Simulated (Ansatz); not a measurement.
Reactions of C₇H₁₄ (`C=CCCCCC`).

Gas-phase electronic energies from Ansatz, PBE0-D4/def2-TZVP geometries. CCSD(T)/CBS adds triple-zeta CCSD(T) − MP2 to the extrapolated MP2 energy (def2 sets, frozen cores). This one scheme is used for every species, atoms too. Functionals use def2-TZVPP. Open shells (•) are unrestricted, without spin–orbit coupling. Spin–orbit coupling would lower the free atoms: a little for C. Each species was taken in one conformer, which may not be the lowest.

```csv
reaction,HF/CBS(def2) (kcal/mol),r2SCAN-D4 (kcal/mol),ωB97X-V (kcal/mol),CCSD(T)/CBS(def2) (kcal/mol)
`C=CCCCCC` + `[SiH3]CS` → `C=CSC[SiH3]` + `CCCCC`,1.0,-1.6,0.6,0.5
`C=CCCCCC` → 7 C• + 14 H•,1548.4,2041.6,2038.7,2036.6
`C=CCCCCC` + `COC(=O)O` → `CCCOC(=O)OC` + `C=CCC`,2.1,6.1,6.2,7.3
`C=CCCCCC` → `C=CCCCC` + `[CH2]` (triplet),67.8,98.0,106.3,103.9
`C=CCCCCC` + H–F → `C=CCF` + `CCCC`,1.8,7.3,7.6,11.7
`C=CCCCCC` + H₂ → `C=CCC` + `CCC`,-22.9,-15.2,-14.9,-14.3
`C=CCCCCC` + `BN[SiH2]Cl` → `BN(CC)[SiH2]Cl` + `C=CCCC`,4.9,5.1,5.2,5.4
`C=CCCCCC` + `O[SiH2][SiH2]Cl` → `C[SiH](Cl)[SiH2]O` + `C=CCCCC`,-11.3,-13.1,-11.8,-12.0
`C=CCCCCC` + `CCCCCS` → `CCCCCSCCCCC` + `C=C`,5.5,2.8,2.8,2.5
`C=CCCCCC` + `O[Si](O)(O)S` → `C=CS[Si](O)(O)O` + `CCCCC`,4.9,1.3,3.3,3.3
```

Largest T1 diagnostic: 0.014, for `COC(=O)O`.
